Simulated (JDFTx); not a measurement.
Ti:

```
CELL_PARAMETERS angstrom
-1.64100 1.64100 1.64100
1.64100 -1.64100 1.64100
1.64100 1.64100 -1.64100
ATOMIC_POSITIONS crystal
Ti 0.00000 0.00000 0.00000
```

This isn't the form of Ti at room conditions, which is hcp.

```yaml
Program: JDFTx 1.7.0 (patched build)
Task: single point
Functional: PBEsol
Potentials_or_basis: PseudoDojo-SR-PBEsol-0.4.1-standard with smoothed tails
Cutoff: 1143 eV
Density_cutoff: 4572 eV
k_mesh: 11 × 11 × 11
Occupations: fermi-dirac, width 0.05 eV
Spin: no spin polarisation
```

On this cell: pressure -6.7 GPa; band gap on the k mesh none (metal or under the smearing width).

The same run follows on a disturbed copy (cell strained at random at fixed volume):

```
CELL_PARAMETERS angstrom
-1.66514 1.66141 1.59911
1.68039 -1.70507 1.65802
1.60454 1.64447 -1.64278
ATOMIC_POSITIONS crystal
Ti 0.99280 0.00712 0.00682
```

Task: What does the disturbed cell give?

Result: The energy (extrapolated to zero smearing) moves by +2.4 meV/atom; pressure -6.7 GPa; band gap on the k mesh none (metal or under the smearing width).

Stress tensor (GPa, compression positive):
```
-6.65  1.23 -0.58
 1.23 -6.27  0.93
-0.58  0.93 -7.08
```
